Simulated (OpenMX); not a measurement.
A run of OpenMX 3.8.5 is set up as follows.

ZrO2.dat

```
System.CurrrentDirectory             ./
System.Name                          ZrO2
DATA.PATH                            ./DFT_DATA13
level.of.stdout                      1
level.of.fileout                     1
Species.Number                       2
<Definition.of.Atomic.Species
  Zr  Zr7.0-s3p2d2           Zr_CA13
  O   O6.0-s2p2d1            O_CA13
Definition.of.Atomic.Species>

Atoms.Number                         6
Atoms.SpeciesAndCoordinates.Unit     FRAC
<Atoms.SpeciesAndCoordinates
    1  Zr    0.5000000000    0.5000000000    0.5000000000   6.000  6.000
    2  Zr    0.0000000000    0.0000000000    0.0000000000   6.000  6.000
    3  O     0.5000000000    0.0000000000    0.7970000000   3.000  3.000
    4  O     0.5000000000    0.0000000000    0.2970000000   3.000  3.000
    5  O     0.0000000000    0.5000000000    0.7030000000   3.000  3.000
    6  O     0.0000000000    0.5000000000    0.2030000000   3.000  3.000
Atoms.SpeciesAndCoordinates>

Atoms.UnitVectors.Unit               Ang
<Atoms.UnitVectors
     3.5961000000    0.0000000000    0.0000000000
     0.0000000000    3.5961000000    0.0000000000
     0.0000000000    0.0000000000    5.1770000000
Atoms.UnitVectors>

scf.XcType                           LDA
scf.SpinPolarization                 off
scf.ElectronicTemperature            580.226
scf.energycutoff                     400.0
scf.maxIter                          100
scf.EigenvalueSolver                 band
scf.Kgrid                            7 7 5
scf.Mixing.Type                      rmm-diisk
scf.Init.Mixing.Weight               0.05
scf.Min.Mixing.Weight                0.001
scf.Max.Mixing.Weight                0.3
scf.Mixing.History                   25
scf.Mixing.StartPulay                8
scf.criterion                        1.0e-8
scf.stress.tensor                    on
MD.Type                              nomd
Band.dispersion                      on
Band.Nkpath                          9
<Band.kpath
    9   0.000000  0.000000  0.000000    0.000000  0.500000  0.000000  G X
    9   0.000000  0.500000  0.000000    0.500000  0.500000  0.000000  X M
   13   0.500000  0.500000  0.000000    0.000000  0.000000  0.000000  M G
    6   0.000000  0.000000  0.000000    0.000000  0.000000  0.500000  G Z
    9   0.000000  0.000000  0.500000    0.000000  0.500000  0.500000  Z R
    9   0.000000  0.500000  0.500000    0.500000  0.500000  0.500000  R A
   13   0.500000  0.500000  0.500000    0.000000  0.000000  0.500000  A Z
    6   0.000000  0.500000  0.000000    0.000000  0.500000  0.500000  X R
    6   0.500000  0.500000  0.000000    0.500000  0.500000  0.500000  M A
Band.kpath>
```

Potentials or basis: OpenMX 2013 LDA set, Zr7.0-s3p2d2, O6.0-s2p2d1, grid cutoff 400 Ry.

Run with:

```bash
$ openmx ZrO2.dat -nt 1 > ZrO2.std
```

What does it give for the Mulliken charges?

Zr +0.95; O -0.47 e.

Predict the largest force.

0.090 eV/Å.

What does it give for the pressure?

-2.0 GPa.

What does it give for the band gap on the k mesh?

3.52 eV, indirect (least direct gap 3.53 eV).

Forces in eV/Å, atoms in the order of the input:
```
Zr   0.000  0.000  0.000
Zr   0.000  0.000  0.000
O    0.000  0.000  0.090
O    0.000  0.000  0.084
O    0.000  0.000 -0.084
O    0.000  0.000 -0.090
```

Caveat: the basis of atomic orbitals isn't converged, which shifts pressures, moduli and gaps.
